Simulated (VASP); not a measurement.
# Si in VASP: reference runs

Reference runs on Si: the cell as given.

Program: VASP 6.6.1. These are calculated values, not measurements. Logs are shortened: lines on timing, memory, paths and dates and some standing lists are left out, and cuts for length are marked.

## (1) The sheet as given

The cell holds a sheet with vacuum, 2 atoms: a = 2.446 Å, b = 3.370 Å, c = 27.409 Å, α = 90.00°, β = 90.00°, γ = 90.00°.

The cell was built by a generator and needn't be a form met in nature.

## (2) Single point, PBE

File INCAR:

```
SYSTEM = Si
PREC = Accurate
ENCUT = 520
EDIFF = 1E-7
ISMEAR = -1
SIGMA = 0.05
LREAL = .FALSE.
LASPH = .TRUE.
NELM = 80
ALGO = Normal
ISIF = 2
LWAVE = .FALSE.
LCHARG = .TRUE.
LDIPOL = .TRUE.
IDIPOL = 3
DIPOL = 0.5 0.5 0.292
GGA = PE
LELF = .TRUE.
LVHAR = .TRUE.
LVACPOTAV = .TRUE.
NBANDS = 11
```

File KPOINTS:

```
Automatic mesh
0
G
  11 8 1
  0 0 0
```

File POSCAR:

```
Si
1.0
    2.4456700000      0.0000000000      0.0000000000
    0.0000000000      3.3704800000      0.0000000000
    0.0000000000      0.0000000000     27.4086300000
Si
2
Direct
    0.0000000000      0.0000000000      0.3206400000
    0.5000000000      0.5000000000      0.2631200000
```

Potentials or basis: VASP PAW PBE potentials, release 64 (Si).

Command:

```console
cat potpaw_PBE.64/Si/POTCAR > POTCAR
mpirun -np 1 vasp_std > vasp.out
```

OUTCAR:

```text
SYSTEM = Si
   PREC = Accurate
   ENCUT = 520
   EDIFF = 1E-7
   ISMEAR = -1
   LREAL = .FALSE.
   LASPH = .TRUE.
   NELM = 80
   ISIF = 2
   GGA = PE

 ion  position               nearest neighbor table
   1  0.000  0.000  0.321-   2 2.61   2 2.61   2 2.61   2 2.61
   2  0.500  0.500  0.263-   1 2.61   1 2.61   1 2.61   1 2.61

  LATTYP: Found a simple orthorhombic cell.
 ALAT       =     2.4456700000
 B/A-ratio  =     1.3781417771
 C/A-ratio  =    11.2070025801

  Lattice vectors:

 A1 = (   2.4456700000,   0.0000000000,   0.0000000000)
 A2 = (   0.0000000000,   3.3704800000,   0.0000000000)
 A3 = (   0.0000000000,   0.0000000000,  27.4086300000)

Analysis of symmetry for initial positions (statically):
=====================================================================
 Subroutine PRICEL returns:
 Original cell was already a primitive cell.

 Routine SETGRP: Setting up the symmetry group for a
 simple orthorhombic supercell.

 Subroutine GETGRP returns: Found  8 space group operations
 (whereof  4 operations were pure point group operations)
 out of a pool of  8 trial point group operations.

The static configuration has the point symmetry C_2v.
 The point group associated with its full space group is D_2h.

Analysis of symmetry for dynamics (positions and initial velocities):
=====================================================================
 Subroutine PRICEL returns:
 Original cell was already a primitive cell.

 Routine SETGRP: Setting up the symmetry group for a
 simple orthorhombic supercell.

 Subroutine GETGRP returns: Found  8 space group operations
 (whereof  4 operations were pure point group operations)
 out of a pool of  8 trial point group operations.

The dynamic configuration has the point symmetry C_2v.
 The point group associated with its full space group is D_2h.

 Subroutine INISYM returns: Found  8 space group operations
 (whereof  4 operations are pure point group operations),
 and found     1 'primitive' translations

----------------------------------------------------------------------------------------

                                     Primitive cell

  volume of cell :     225.9316

  direct lattice vectors                    reciprocal lattice vectors
     2.445670000  0.000000000  0.000000000     0.408885909  0.000000000  0.000000000
     0.000000000  3.370480000  0.000000000     0.000000000  0.296693646  0.000000000
     0.000000000  0.000000000 27.408630000     0.000000000  0.000000000  0.036484859

  length of vectors
     2.445670000  3.370480000 27.408630000     0.408885909  0.296693646  0.036484859

  position of ions in fractional coordinates (direct lattice)
     0.000000000  0.000000000  0.320640000
     0.500000000  0.500000000  0.263120000

  ion indices of the primitive-cell ions
   primitive index   ion index
                 1           1
                 2           2

----------------------------------------------------------------------------------------

 KPOINTS: Automatic mesh

Automatic generation of k-mesh.
 Grid dimensions read from file:
 generate k-points for:   11    8    1

 Generating k-lattice:

  Cartesian coordinates                     Fractional coordinates (reciprocal lattice)
     0.037171446  0.000000000  0.000000000     0.090909091  0.000000000  0.000000000
     0.000000000  0.037086706  0.000000000     0.000000000  0.125000000  0.000000000
     0.000000000  0.000000000  0.036484859     0.000000000  0.000000000  1.000000000

  Length of vectors
     0.037171446  0.037086706  0.036484859

  Shift w.r.t. Gamma in fractional coordinates (k-lattice)
     0.000000000  0.000000000  0.000000000

 Subroutine IBZKPT returns following result:
 ===========================================

 Found     30 irreducible k-points:

 Following reciprocal coordinates:
            Coordinates               Weight
  0.000000  0.000000  0.000000      1.000000
  0.090909  0.000000  0.000000      2.000000
  0.181818  0.000000  0.000000      2.000000
  0.272727  0.000000  0.000000      2.000000
  0.363636  0.000000  0.000000      2.000000
  0.454545  0.000000  0.000000      2.000000
[... 16 lines left out ...]
  0.363636  0.375000  0.000000      4.000000
  0.454545  0.375000  0.000000      4.000000
 [... further k-points ...]
   k-points           NKPTS =     30   k-points in BZ     NKDIM =     30   number of bands    NBANDS=     11
   number of dos      NEDOS =    301   number of ions     NIONS =      2
   total plane-waves  NPLWV = 105840
   dimension x,y,z NGX =    18 NGY =   28 NGZ =  210
   dimension x,y,z NGXF=    36 NGYF=   56 NGZF=  420
   ions per type =               2
   NGX,Y,Z   is equivalent  to a cutoff of  12.24, 13.81, 12.74 a.u.
   NGXF,Y,Z  is equivalent  to a cutoff of  24.47, 27.62, 25.47 a.u.
 SYSTEM =  Si
   PREC   = accura    normal or accurate (medium, high low for compatibility)
   ISTART =      0    job   : 0-new  1-cont  2-samecut
   ICHARG =      2    charge: 1-file 2-atom 10-const
   ISPIN  =      1    spin polarized calculation?
   LNONCOLLINEAR =      F non collinear calculations
   LSORBIT =      F    spin-orbit coupling
   LASPH  =      T    aspherical Exc in radial PAW
   ENCUT  =  520.0 eV  38.22 Ry    6.18 a.u.   4.55  6.27 50.96*2*pi/ulx,y,z
   NELM   =     80;   NELMIN=  2; NELMDL= -5     # of ELM steps
   EDIFF  = 0.1E-06   stopping-criterion for ELM
   LREAL  =      F    real-space projection
   EDIFFG = 0.1E-05   stopping-criterion for IOM
   NSW    =      0    number of steps for IOM
   IBRION =     -1    ionic relax: 0-MD 1-quasi-New 2-CG
   NFREE  =      0    steps in history (QN), initial steepest desc. (CG)
   ISIF   =      2    stress and relaxation
   ISYM   =      2    0-nonsym 1-usesym 2-fastsym
   POTIM  = 0.5000    time-step for ionic-motion
   TEBEG  =    0.0;   TEEND  =   0.0 temperature during run
   PSTRESS=    0.0 pullay stress
   NELECT =       8.0000    total number of electrons
   NUPDOWN=      -1.0000    fix difference up-down
   EMIN   =  10.00;   EMAX   =-10.00  energy-range for DOS
   EFERMI =   0.00;   METHOD = LEGACY
   ISMEAR =    -1;   SIGMA  =   0.05  broadening in eV -4-tet -1-fermi 0-gaus
   EFERMI_NEDOS =   21; number of points for ismear=-14 and -15
   IALGO  =     38    algorithm
   IMIX   =      4    mixing-type and parameters
     AMIX     =   0.40;   BMIX     =  1.00
     AMIX_MAG =   1.60;   BMIX_MAG =  1.00
  volume/ion in A,a.u.               =     112.97       762.33
  Fermi-wavevector in a.u.,A,eV,Ry     =   0.537583  1.015885  3.932028  0.288996
  Thomas-Fermi vector in A             =   1.563424
   LORBIT       =      0    0 simple, 1 ext, 2 COOP (PROOUT), +10 PAW based schemes
   GGA     = PE    functional components
   LHFCALC =     F    Hartree Fock is set to
   AEXX    =    0.0000 exact exchange contribution
   IVDW    =     0    specifies the selected vdW correction
   LEPSILON=     F    determine dielectric tensor
   LRPA    =     F    only Hartree local field effects (RPA)
 non-spin polarized calculation
  energy-cutoff  :      520.00
  volume of cell :      225.93
 maximum number of plane-waves:      6156
   NGX =  9   NGY = 13   NGZ =101

 dipolmoment           0.000000      0.000000     -0.000027 electrons x Angstroem

 number of electron       8.0000000 magnetization

 dipolmoment           0.000000      0.000000      0.000000 electrons x Angstroem

 Free energy of the ion-electron system (eV)
  ---------------------------------------------------
  ext. energy  EPLUGINS =         0.00000000
  ---------------------------------------------------
  free energy    TOTEN  =        -9.21773036 eV

  energy without entropy =       -9.21035468  energy(sigma->0) =       -9.21404252

 E-fermi :  -2.9083     XC(G=0):  -2.1089

 val. band max:       -2.9704781445   @ k =   0.2727   0.2500   0.0000
 cond. band min:      -2.6865001925   @ k =   0.3636   0.1250   0.0000
 fundamental gap:      0.2839779521
 Fermi energy:        -2.9083485454

 k-point     1 :       0.0000    0.0000    0.0000
  band No.  band energies     occupation
      1     -15.6369      2.00000
      2     -10.0681      2.00000
      3      -4.7606      2.00000
      4      -4.2156      2.00000
      5      -1.4754      0.00000
      6       0.7093      0.00000
      7       1.5635      0.00000
      8       1.6291      0.00000
      9       2.0521      0.00000
     10       2.2025      0.00000
     11       2.9761      0.00000

 k-point     2 :       0.0909    0.0000    0.0000
  band No.  band energies     occupation
      1     -15.4371      2.00000
      2      -9.8719      2.00000
      3      -4.5721      2.00000
      4      -4.0323      2.00000
      5      -1.3347      0.00000
      6       0.9084      0.00000
      7       1.7675      0.00000
      8       1.8013      0.00000
      9       2.2588      0.00000
     10       2.3985      0.00000
     11       3.1776      0.00000

 k-point     3 :       0.1818    0.0000    0.0000
  band No.  band energies     occupation
      1     -14.8395      2.00000
      2      -9.2864      2.00000
      3      -4.0090      2.00000
      4      -3.4827      1.99998
      5      -1.2732      0.00000
      6       0.6154      0.00000
      7       1.5717      0.00000
      8       2.3101      0.00000
      9       2.3732      0.00000
     10       2.8759      0.00000
     11       3.0421      0.00000

 k-point     4 :       0.2727    0.0000    0.0000
  band No.  band energies     occupation
      1     -13.8486      2.00000
      2      -8.3229      2.00000
      3      -3.4069      1.99991
      4      -3.0841      1.94224
      5      -2.5679      0.00221
      6       0.5999      0.00000
      7       1.7717      0.00000
      8       2.5652      0.00000
      9       3.1060      0.00000
     10       3.4286      0.00000
     11       3.9223      0.00000

 k-point     5 :       0.3636    0.0000    0.0000
  band No.  band energies     occupation
      1     -12.4723      2.00000
      2      -7.0819      2.00000
      3      -6.0074      2.00000
      4      -1.9458      0.00000
      5      -1.2918      0.00000
      6      -0.5728      0.00000
      7       1.6937      0.00000
      8       3.7061      0.00000
      9       3.9021      0.00000
     10       4.7918      0.00000
     11       4.8247      0.00000
[... 211 lines left out ...]
 k-point    21 :       0.1818    0.3750    0.0000
  band No.  band energies     occupation
      1     -13.1541      2.00000
      2     -10.4403      2.00000
      3      -6.6471      2.00000
      4      -4.5645      2.00000
      5      -0.8873      0.00000
      6       1.1107      0.00000
      7       1.6135      0.00000
      8       3.5405      0.00000
      9       3.6931      0.00000
     10       4.3486      0.00000
     11       4.7724      0.00000

 k-point    22 :       0.2727    0.3750    0.0000
  band No.  band energies     occupation
      1     -12.1726      2.00000
      2      -9.4792      2.00000
      3      -5.6923      2.00000
      4      -3.6310      2.00000
      5      -1.6615      0.00000
      6      -0.1220      0.00000
      7       0.9352      0.00000
      8       2.1981      0.00000
      9       4.5099      0.00000
     10       4.9485      0.00000
     11       5.5036      0.00000

 k-point    23 :       0.3636    0.3750    0.0000
  band No.  band energies     occupation
      1     -10.8128      2.00000
      2      -8.1759      2.00000
      3      -4.3802      2.00000
      4      -4.3584      2.00000
      5      -2.3544      0.00003
      6      -1.8768      0.00000
      7       0.7228      0.00000
      8       2.6378      0.00000
      9       2.9966      0.00000
     10       5.1079      0.00000
     11       5.9912      0.00000

 k-point    24 :       0.4545    0.3750    0.0000
  band No.  band energies     occupation
      1      -9.1000      2.00000
      2      -7.2960      2.00000
      3      -5.9890      2.00000
      4      -4.2344      2.00000
      5      -2.6842      0.02236
      6      -0.7361      0.00000
      7      -0.6937      0.00000
      8       1.1764      0.00000
      9       3.7092      0.00000
     10       5.4133      0.00000
     11       6.3541      0.00000

 [... further k-points ...]

------------------------ aborting loop because EDIFF is reached ----------------------------------------

 vacuum level on the upper side and lower side of the slab       (xc-potential included)        -0.083        -0.088

  FORCE on cell =-STRESS in cart. coord.  units (eV):
  Direction    XX          YY          ZZ          XY          YZ          ZX
  --------------------------------------------------------------------------------------
  -------------------------------------------------------------------------------------
  Total        0.6424267     -0.2683998      0.4280335      0.0000000      0.0000000      0.0000000
  in kB        4.5557223     -1.9033373      3.0353681      0.0000000      0.0000000      0.0000000
  external PRESSURE =       1.8959177 kB  Pullay stress =       0.0000000 kB

 VOLUME and BASIS-vectors are now :
 -----------------------------------------------------------------------------
  energy-cutoff  :      520.00
  volume of cell :      225.93
      direct lattice vectors                 reciprocal lattice vectors
     2.445670000  0.000000000  0.000000000     0.408885909  0.000000000  0.000000000
     0.000000000  3.370480000  0.000000000     0.000000000  0.296693646  0.000000000
     0.000000000  0.000000000 27.408630000     0.000000000  0.000000000  0.036484859

 POSITION                                       TOTAL-FORCE (eV/Angst)
 -----------------------------------------------------------------------------------
      0.00000      0.00000      8.78830         0.000000      0.000000      0.273765
      1.22283      1.68524      7.21176         0.000000      0.000000     -0.273765
 -----------------------------------------------------------------------------------
    total drift:                               -0.000000     -0.000000      0.000000

  FREE ENERGIE OF THE ION-ELECTRON SYSTEM (eV)
  ---------------------------------------------------
  free  energy   TOTEN  =        -9.2177303567 eV

  energy  without entropy=       -9.2103546777  energy(sigma->0) =       -9.21404252

 vacuum level on the upper side and lower side of the slab         1.909         1.909
```

Wall time 69 s (1 thread of Intel Xeon 6975P-C (Granite Rapids), shared host); peak memory 0.32 GiB.

Results:

```
Free energy                     : -9.2177 eV
Largest force                   : 0.274 eV/Å
Band gap on the k mesh          : none (metal or under the smearing width)
Work function of the upper face : 4.82 eV
Work function of the lower face : 4.82 eV
```

Forces in eV/Å, atoms in the order of the input:
```
Si   0.000  0.000  0.274
Si   0.000  0.000 -0.274
```
